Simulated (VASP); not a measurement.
# MgS (P6_3mc) in VASP: notebook

One crystal, MgS, is run at these levels: PBE, PBEsol; tasks: equation of state.

Everything below comes from runs of VASP 6.6.1. Logs are shortened: lines on timing, memory, paths and dates and some standing lists are left out, and cuts for length are marked.

## 1. Starting point

The structure is hexagonal, space group P6_3mc (No. 186). Conventional cell: a = 4.035 Å, b = 4.035 Å, c = 6.432 Å, α = 90.00°, β = 90.00°, γ = 120.00°. S (site symmetry 3m) has 4 Mg at 2.45 to 2.47 Å as nearest neighbours. Mg (site symmetry 3m) is surrounded by 4 S at 2.45 to 2.47 Å.

The cell comes from a database or a generator and needn't be the stable form of this composition.

## 2. Equation of state, PBE, 21.31 Å³/atom (volume scaled by 0.94)

Contents of INCAR:

```
PREC = Accurate
ENCUT = 520
EDIFF = 1E-7
ISMEAR = -1
SIGMA = 0.05
LREAL = F
LASPH = T
NELM = 80
ALGO = Normal
ISIF = 2
LWAVE = F
LCHARG = F
GGA = PE
NBANDS = 16
```

Contents of KPOINTS:

```
regular mesh
0
Gamma
  8 8 4
```

Contents of POSCAR:

```
MgS
1.0
    3.9522600636      0.0000000000      0.0000000000
   -1.9761300318      3.4227576175      0.0000000000
    0.0000000000      0.0000000000      6.3009860259
S Mg
2 2
Direct
    0.6666666667      0.3333333333      0.8792441500
    0.3333333333      0.6666666667      0.3792441500
    0.3333333333      0.6666666667      0.9957548500
    0.6666666667      0.3333333333      0.4957548500
```

Potentials or basis: VASP PAW PBE potentials, release 64 (S, Mg).

Command:

```sh
> cat potpaw_PBE.64/S/POTCAR potpaw_PBE.64/Mg/POTCAR > POTCAR
> mpirun -np 1 vasp_std > vasp.out
```

OUTCAR:

```text
PREC = Accurate
   ENCUT = 520
   EDIFF = 1E-7
   ISMEAR = -1
   LREAL = F
   LASPH = T
   NELM = 80
   ISIF = 2
   GGA = PE

 ion  position               nearest neighbor table
   1  0.667  0.333  0.879-   3 2.40   3 2.40   3 2.40   4 2.42
   2  0.333  0.667  0.379-   4 2.40   4 2.40   4 2.40   3 2.42
   3  0.333  0.667  0.996-   1 2.40   1 2.40   1 2.40   2 2.42
   4  0.667  0.333  0.496-   2 2.40   2 2.40   2 2.40   1 2.42

  LATTYP: Found a hexagonal cell.
 ALAT       =     3.9522600636
 C/A-ratio  =     1.5942741430

  Lattice vectors:

 A1 = (   3.9522600636,   0.0000000000,   0.0000000000)
 A2 = (  -1.9761300318,   3.4227576175,   0.0000000000)
 A3 = (   0.0000000000,   0.0000000000,   6.3009860259)

Analysis of symmetry for initial positions (statically):
=====================================================================
 Subroutine PRICEL returns:
 Original cell was already a primitive cell.

 Routine SETGRP: Setting up the symmetry group for a
 hexagonal supercell.

 Subroutine GETGRP returns: Found 12 space group operations
 (whereof  6 operations were pure point group operations)
 out of a pool of 24 trial point group operations.

The static configuration has the point symmetry C_3v.
 The point group associated with its full space group is C_6v.

Analysis of symmetry for dynamics (positions and initial velocities):
=====================================================================
 Subroutine PRICEL returns:
 Original cell was already a primitive cell.

 Routine SETGRP: Setting up the symmetry group for a
 hexagonal supercell.

 Subroutine GETGRP returns: Found 12 space group operations
 (whereof  6 operations were pure point group operations)
 out of a pool of 24 trial point group operations.

The dynamic configuration has the point symmetry C_3v.
 The point group associated with its full space group is C_6v.

 Subroutine INISYM returns: Found 12 space group operations
 (whereof  6 operations are pure point group operations),
 and found     1 'primitive' translations

----------------------------------------------------------------------------------------

                                     Primitive cell

  volume of cell :      85.2374

  direct lattice vectors                    reciprocal lattice vectors
     3.952260064  0.000000000  0.000000000     0.253019787  0.146081042  0.000000000
    -1.976130032  3.422757617  0.000000000     0.000000000  0.292162084  0.000000000
     0.000000000  0.000000000  6.300986026     0.000000000  0.000000000  0.158705319

  length of vectors
     3.952260064  3.952260064  6.300986026     0.292162084  0.292162084  0.158705319

  position of ions in fractional coordinates (direct lattice)
     0.666666667  0.333333333  0.879244150
     0.333333333  0.666666667  0.379244150
     0.333333333  0.666666667  0.995754850
     0.666666667  0.333333333  0.495754850

  ion indices of the primitive-cell ions
   primitive index   ion index
                 1           1
                 2           2
                 3           3
                 4           4

----------------------------------------------------------------------------------------

 KPOINTS: regular mesh

Automatic generation of k-mesh.
 Grid dimensions read from file:
 generate k-points for:    8    8    4

 Generating k-lattice:

  Cartesian coordinates                     Fractional coordinates (reciprocal lattice)
     0.031627473  0.018260130  0.000000000     0.125000000  0.000000000  0.000000000
     0.000000000  0.036520261  0.000000000     0.000000000  0.125000000  0.000000000
     0.000000000  0.000000000  0.039676330     0.000000000  0.000000000  0.250000000

  Length of vectors
     0.036520261  0.036520261  0.039676330

  Shift w.r.t. Gamma in fractional coordinates (k-lattice)
     0.000000000  0.000000000  0.000000000

 Subroutine IBZKPT returns following result:
 ===========================================

 Found     30 irreducible k-points:

 Following reciprocal coordinates:
            Coordinates               Weight
  0.000000  0.000000  0.000000      1.000000
  0.125000  0.000000  0.000000      6.000000
  0.250000  0.000000  0.000000      6.000000
  0.375000  0.000000  0.000000      6.000000
  0.500000  0.000000  0.000000      3.000000
  0.125000  0.125000  0.000000      6.000000
[... 22 lines left out ...]
  0.250000  0.250000  0.500000      6.000000
  0.375000  0.250000  0.500000      6.000000
   k-points           NKPTS =     30   k-points in BZ     NKDIM =     30   number of bands    NBANDS=     16
   number of dos      NEDOS =    301   number of ions     NIONS =      4
   total plane-waves  NPLWV =  43200
   dimension x,y,z NGX =    30 NGY =   30 NGZ =   48
   dimension x,y,z NGXF=    60 NGYF=   60 NGZF=   96
   ions per type =               2   2
   NGX,Y,Z   is equivalent  to a cutoff of  12.62, 12.62, 12.66 a.u.
   NGXF,Y,Z  is equivalent  to a cutoff of  25.24, 25.24, 25.33 a.u.
 SYSTEM =  unknown system
   PREC   = accura    normal or accurate (medium, high low for compatibility)
   ISTART =      0    job   : 0-new  1-cont  2-samecut
   ICHARG =      2    charge: 1-file 2-atom 10-const
   ISPIN  =      1    spin polarized calculation?
   LNONCOLLINEAR =      F non collinear calculations
   LSORBIT =      F    spin-orbit coupling
   LASPH  =      T    aspherical Exc in radial PAW
   ENCUT  =  520.0 eV  38.22 Ry    6.18 a.u.   7.35  7.35 11.72*2*pi/ulx,y,z
   NELM   =     80;   NELMIN=  2; NELMDL= -5     # of ELM steps
   EDIFF  = 0.1E-06   stopping-criterion for ELM
   LREAL  =      F    real-space projection
   EDIFFG = 0.1E-05   stopping-criterion for IOM
   NSW    =      0    number of steps for IOM
   IBRION =     -1    ionic relax: 0-MD 1-quasi-New 2-CG
   NFREE  =      0    steps in history (QN), initial steepest desc. (CG)
   ISIF   =      2    stress and relaxation
   ISYM   =      2    0-nonsym 1-usesym 2-fastsym
   POTIM  = 0.5000    time-step for ionic-motion
   TEBEG  =    0.0;   TEEND  =   0.0 temperature during run
   PSTRESS=    0.0 pullay stress
   NELECT =      16.0000    total number of electrons
   NUPDOWN=      -1.0000    fix difference up-down
   EMIN   =  10.00;   EMAX   =-10.00  energy-range for DOS
   EFERMI =   0.00;   METHOD = LEGACY
   ISMEAR =    -1;   SIGMA  =   0.05  broadening in eV -4-tet -1-fermi 0-gaus
   EFERMI_NEDOS =   21; number of points for ismear=-14 and -15
   IALGO  =     38    algorithm
   IMIX   =      4    mixing-type and parameters
     AMIX     =   0.40;   BMIX     =  1.00
     AMIX_MAG =   1.60;   BMIX_MAG =  1.00
  volume/ion in A,a.u.               =      21.31       143.80
  Fermi-wavevector in a.u.,A,eV,Ry     =   0.937356  1.771347 11.954583  0.878637
  Thomas-Fermi vector in A             =   2.064459
   LORBIT       =      0    0 simple, 1 ext, 2 COOP (PROOUT), +10 PAW based schemes
   GGA     = PE    functional components
   LHFCALC =     F    Hartree Fock is set to
   AEXX    =    0.0000 exact exchange contribution
   IVDW    =     0    specifies the selected vdW correction
   LEPSILON=     F    determine dielectric tensor
   LRPA    =     F    only Hartree local field effects (RPA)
 non-spin polarized calculation
  energy-cutoff  :      520.00
  volume of cell :       85.24
 maximum number of plane-waves:      2340
 NGX is ok and might be reduce to    30
   NGX = 15   NGY = 15   NGZ = 23

 number of electron      15.9999998 magnetization

 Free energy of the ion-electron system (eV)
  ---------------------------------------------------
  ext. energy  EPLUGINS =         0.00000000
  ---------------------------------------------------
  free energy    TOTEN  =       -16.87629561 eV

  energy without entropy =      -16.87629561  energy(sigma->0) =      -16.87629561

 E-fermi :   2.6129     XC(G=0):  -8.6235

 val. band max:        1.6070199396   @ k =   0.0000   0.0000   0.0000
 cond. band min:       5.3560149277   @ k =   0.0000   0.0000   0.0000
 fundamental gap:      3.7489949882
 Fermi energy:         2.6128802537

 k-point     1 :       0.0000    0.0000    0.0000
  band No.  band energies     occupation
      1     -10.0286      2.00000
      2      -9.1958      2.00000
      3      -1.8400      2.00000
      4       0.9882      2.00000
      5       0.9882      2.00000
      6       1.4341      2.00000
[... 8 lines left out ...]
     15      10.2578      0.00000
     16      10.9802      0.00000

 k-point     2 :       0.1250    0.0000    0.0000
  band No.  band energies     occupation
      1      -9.9428      2.00000
      2      -9.1529      2.00000
      3      -1.7107      2.00000
      4       0.4901      2.00000
      5       0.8522      2.00000
      6       0.9180      2.00000
[... 8 lines left out ...]
     15      10.2950      0.00000
     16      10.4873      0.00000

 k-point     3 :       0.2500    0.0000    0.0000
  band No.  band energies     occupation
      1      -9.7130      2.00000
      2      -9.0561      2.00000
      3      -1.3488      2.00000
      4      -0.4814      2.00000
      5       0.0145      2.00000
      6       0.5809      2.00000
[... 8 lines left out ...]
     15      10.5339      0.00000
     16      10.8605      0.00000

 k-point     4 :       0.3750    0.0000    0.0000
  band No.  band energies     occupation
      1      -9.4280      2.00000
      2      -8.9881      2.00000
      3      -1.3197      2.00000
      4      -0.8172      2.00000
      5      -0.6651      2.00000
      6       0.3549      2.00000
[... 8 lines left out ...]
     15      10.6622      0.00000
     16      12.5306      0.00000

 k-point     5 :       0.5000    0.0000    0.0000
  band No.  band energies     occupation
      1      -9.2693      2.00000
      2      -8.9916      2.00000
      3      -1.6061      2.00000
      4      -0.9869      2.00000
      5      -0.4157      2.00000
      6       0.2700      2.00000
[... 8 lines left out ...]
     15      10.8640      0.00000
     16      13.0538      0.00000

 k-point     6 :       0.1250    0.1250    0.0000
  band No.  band energies     occupation
      1      -9.7846      2.00000
      2      -9.0828      2.00000
      3      -1.4634      2.00000
      4      -0.0667      2.00000
      5       0.0687      2.00000
      6       0.7413      2.00000
[... 8 lines left out ...]
     15      10.4909      0.00000
     16      10.6648      0.00000
[... 381 lines left out ...]
 k-point    27 :       0.2500    0.1250    0.5000
  band No.  band energies     occupation
      1      -9.2716      2.00000
      2      -9.2716      2.00000
      3      -1.1994      2.00000
      4      -1.1994      2.00000
      5       0.4150      2.00000
      6       0.4150      2.00000
[... 8 lines left out ...]
     15      10.8089      0.00000
     16      10.8089      0.00000

 k-point    28 :       0.3750    0.1250    0.5000
  band No.  band energies     occupation
      1      -9.1286      2.00000
      2      -9.1286      2.00000
      3      -1.5781      2.00000
      4      -1.5781      2.00000
      5       0.2145      2.00000
      6       0.2145      2.00000
[... 8 lines left out ...]
     15      11.6643      0.00000
     16      11.6643      0.00000

 k-point    29 :       0.2500    0.2500    0.5000
  band No.  band energies     occupation
      1      -9.1303      2.00000
      2      -9.1303      2.00000
      3      -1.3968      2.00000
      4      -1.3968      2.00000
      5      -0.1249      2.00000
      6      -0.1249      2.00000
[... 8 lines left out ...]
     15      10.5073      0.00000
     16      10.5073      0.00000

 k-point    30 :       0.3750    0.2500    0.5000
  band No.  band energies     occupation
      1      -9.0692      2.00000
      2      -9.0692      2.00000
      3      -1.4381      2.00000
      4      -1.4381      2.00000
      5      -0.3968      2.00000
      6      -0.3968      2.00000
[... 8 lines left out ...]
     15      11.2894      0.00000
     16      11.2894      0.00000

------------------------ aborting loop because EDIFF is reached ----------------------------------------

  FORCE on cell =-STRESS in cart. coord.  units (eV):
  Direction    XX          YY          ZZ          XY          YZ          ZX
  --------------------------------------------------------------------------------------
  -------------------------------------------------------------------------------------
  Total        2.8085519      2.8085519      2.5118630      0.0000000      0.0000000      0.0000000
  in kB       52.7913619     52.7913619     47.2146040      0.0000000      0.0000000      0.0000000
  external PRESSURE =      50.9324426 kB  Pullay stress =       0.0000000 kB

 VOLUME and BASIS-vectors are now :
 -----------------------------------------------------------------------------
  energy-cutoff  :      520.00
  volume of cell :       85.24
      direct lattice vectors                 reciprocal lattice vectors
     3.952260064  0.000000000  0.000000000     0.253019787  0.146081042  0.000000000
    -1.976130032  3.422757617  0.000000000     0.000000000  0.292162084  0.000000000
     0.000000000  0.000000000  6.300986026     0.000000000  0.000000000  0.158705319

 POSITION                                       TOTAL-FORCE (eV/Angst)
 -----------------------------------------------------------------------------------
      1.97613      1.14092      5.54011         0.000000      0.000000     -0.040802
     -0.00000      2.28184      2.38961        -0.000000     -0.000000     -0.040802
     -0.00000      2.28184      6.27424        -0.000000      0.000000      0.040802
      1.97613      1.14092      3.12374         0.000000     -0.000000      0.040802
 -----------------------------------------------------------------------------------
    total drift:                                0.000000     -0.000000     -0.000201

  FREE ENERGIE OF THE ION-ELECTRON SYSTEM (eV)
  ---------------------------------------------------
  free  energy   TOTEN  =       -16.8762956095 eV

  energy  without entropy=      -16.8762956094  energy(sigma->0) =      -16.87629561
```

Run time: 65 s. Hardware: 1 thread of Intel Xeon Platinum 8375C at 2.90GHz (Ice Lake), shared host; peak memory 0.2 GiB.

What came out:

```
Free energy            : -16.8763 eV
Pressure               : 5.1 GPa
Largest force          : 0.041 eV/Å
Band gap on the k mesh : 3.75 eV, direct
```

## 3. Equation of state, PBE, 21.76 Å³/atom (volume scaled by 0.96)

Contents of INCAR:

```
PREC = Accurate ; ENCUT = 520
EDIFF = 1E-7 ; ISMEAR = -1
SIGMA = 0.05 ; LREAL = F
LASPH = T ; NELM = 60
ALGO = Normal ; ISIF = 2
LWAVE = F ; LCHARG = F
GGA = PE ; NBANDS = 16
```

KPOINTS is that of step 2.

Contents of POSCAR:

```
MgS
1.0
    3.9800937980      0.0000000000      0.0000000000
   -1.9900468990      3.4468623386      0.0000000000
    0.0000000000      0.0000000000      6.3453606289
S Mg
2 2
Direct
    0.6666666667      0.3333333333      0.8792441500
    0.3333333333      0.6666666667      0.3792441500
    0.3333333333      0.6666666667      0.9957548500
    0.6666666667      0.3333333333      0.4957548500
```

Potentials or basis: VASP PAW PBE potentials, release 64 (S, Mg).

Command:

```sh
> cat potpaw_PBE.64/S/POTCAR potpaw_PBE.64/Mg/POTCAR > POTCAR
> mpirun -np 1 vasp_std > vasp.out
```

It took 54 s on 1 thread of Intel Xeon Platinum 8375C at 2.90GHz (Ice Lake), shared host; peak memory 0.2 GiB.

It converged, with:

* Free energy: -16.9254 eV
* Pressure: 3.6 GPa
* Largest force: 0.044 eV/Å
* Band gap on the k mesh: 3.64 eV, direct

## 4. Equation of state, PBE, 22.22 Å³/atom (volume scaled by 0.98)

Contents of INCAR:

```
SYSTEM = MgS
PREC = Accurate ; ENCUT = 520
EDIFF = 1E-7 ; ISMEAR = -1
SIGMA = 0.05 ; LREAL = .False.
LASPH = .True. ; NELM = 100
ALGO = Normal ; ISIF = 2
LWAVE = .False. ; LCHARG = .False.
GGA = PE ; NBANDS = 16
```

Contents of KPOINTS:

```
regular mesh
0
Gamma
  8 8 4
  0 0 0
```

Contents of POSCAR:

```
MgS
1.0
    4.0075435882      0.0000000000      0.0000000000
   -2.0037717941      3.4706345542      0.0000000000
    0.0000000000      0.0000000000      6.3891231196
S Mg
2 2
Direct
    0.6666666667      0.3333333333      0.8792441500
    0.3333333333      0.6666666667      0.3792441500
    0.3333333333      0.6666666667      0.9957548500
    0.6666666667      0.3333333333      0.4957548500
```

Command:

```sh
> cat potpaw_PBE.64/S/POTCAR potpaw_PBE.64/Mg/POTCAR > POTCAR
> mpirun -np 1 vasp_std > vasp.out
```

Wall time 46 s (1 thread of Intel Xeon Platinum 8375C at 2.90GHz (Ice Lake), shared host); peak memory 0.2 GiB.

The run converged. Its results:

* Free energy: -16.9580 eV
* Pressure: 2.2 GPa
* Largest force: 0.046 eV/Å
* Band gap on the k mesh: 3.54 eV, direct

## 5. Equation of state, PBE, 23.12 Å³/atom (volume scaled by 1.02)

Contents of INCAR:

```
SYSTEM = MgS
  ALGO = Normal
  EDIFF = 1E-7
  ENCUT = 520
  GGA = PE
  ISIF = 2
  ISMEAR = -1
  LASPH = .TRUE.
  LCHARG = .FALSE.
  LREAL = .FALSE.
  LWAVE = .FALSE.
  NBANDS = 16
  NELM = 60
  PREC = Accurate
  SIGMA = 0.05
```

Contents of KPOINTS:

```
k-points
0
G
  8 8 4
  0 0 0
```

Contents of POSCAR:

```
MgS
1.0
    4.0613425392      0.0000000000      0.0000000000
   -2.0306712696      3.5172258124      0.0000000000
    0.0000000000      0.0000000000      6.4748933962
S Mg
2 2
Direct
    0.6666666667      0.3333333333      0.8792441500
    0.3333333333      0.6666666667      0.3792441500
    0.3333333333      0.6666666667      0.9957548500
    0.6666666667      0.3333333333      0.4957548500
```

Command:

```sh
> cat potpaw_PBE.64/S/POTCAR potpaw_PBE.64/Mg/POTCAR > POTCAR
> mpirun -np 1 vasp_std > vasp.out
```

Wall time 75 s (1 thread of Intel Xeon Platinum 8375C at 2.90GHz (Ice Lake), shared host); peak memory 0.2 GiB.

The run converged. Its results:

```
Free energy            : -16.9798 eV
Pressure               : -0.2 GPa
Largest force          : 0.050 eV/Å
Band gap on the k mesh : 3.34 eV, direct
```

## 6. Equation of state, PBE, 23.58 Å³/atom (volume scaled by 1.04)

Contents of INCAR:

```
SYSTEM = MgS
  PREC = Accurate
  ENCUT = 520
  EDIFF = 1E-7
  ISMEAR = -1
  SIGMA = 0.05
  LREAL = .False.
  LASPH = .True.
  NELM = 100
  ALGO = Normal
  ISIF = 2
  LWAVE = .False.
  LCHARG = .False.
  GGA = PE
  NBANDS = 16
```

Contents of KPOINTS:

```
Automatic mesh
0
Gamma
  8 8 4
  0 0 0
```

Contents of POSCAR:

```
MgS
1.0
    4.0877156323      0.0000000000      0.0000000000
   -2.0438578162      3.5400655811      0.0000000000
    0.0000000000      0.0000000000      6.5169393366
S Mg
2 2
Direct
    0.6666666667      0.3333333333      0.8792441500
    0.3333333333      0.6666666667      0.3792441500
    0.3333333333      0.6666666667      0.9957548500
    0.6666666667      0.3333333333      0.4957548500
```

Potentials or basis: VASP PAW PBE potentials, release 64 (S, Mg).

Command:

```sh
> cat potpaw_PBE.64/S/POTCAR potpaw_PBE.64/Mg/POTCAR > POTCAR
> mpirun -np 1 vasp_std > vasp.out
```

It took 62 s on 1 thread of Intel Xeon Platinum 8375C at 2.90GHz (Ice Lake), shared host; peak memory 0.21 GiB.

The run converged. Its results:

```yaml
Free_energy: -16.9718 eV
Pressure: -1.2 GPa
Largest_force: 0.052 eV/Å
Band_gap_on_the_k_mesh: 3.24 eV, direct
```

## 7. Equation of state, PBE, 24.03 Å³/atom (volume scaled by 1.06)

Contents of INCAR:

```
SYSTEM = MgS
PREC = Accurate
ENCUT = 520
EDIFF = 1E-7
ISMEAR = -1
SIGMA = 0.05
LREAL = .False.
LASPH = .True.
NELM = 100
ALGO = Normal
ISIF = 2
LWAVE = .False.
LCHARG = .False.
GGA = PE
NBANDS = 16
```

KPOINTS is that of step 6.

Contents of POSCAR:

```
MgS
1.0
    4.1137527396      0.0000000000      0.0000000000
   -2.0568763698      3.5626143774      0.0000000000
    0.0000000000      0.0000000000      6.5584496235
S Mg
2 2
Direct
    0.6666666667      0.3333333333      0.8792441500
    0.3333333333      0.6666666667      0.3792441500
    0.3333333333      0.6666666667      0.9957548500
    0.6666666667      0.3333333333      0.4957548500
```

Command:

```sh
> cat potpaw_PBE.64/S/POTCAR potpaw_PBE.64/Mg/POTCAR > POTCAR
> mpirun -np 1 vasp_std > vasp.out
```

Run time: 63 s. Hardware: 1 thread of Intel Xeon Platinum 8375C at 2.90GHz (Ice Lake), shared host; peak memory 0.22 GiB.

It converged, with:

| Item | Value |
| --- | --- |
| Free energy | -16.9527 eV |
| Pressure | -2.2 GPa |
| Largest force | 0.054 eV/Å |
| Band gap on the k mesh | 3.15 eV, direct |

[end of part 1 of 2]
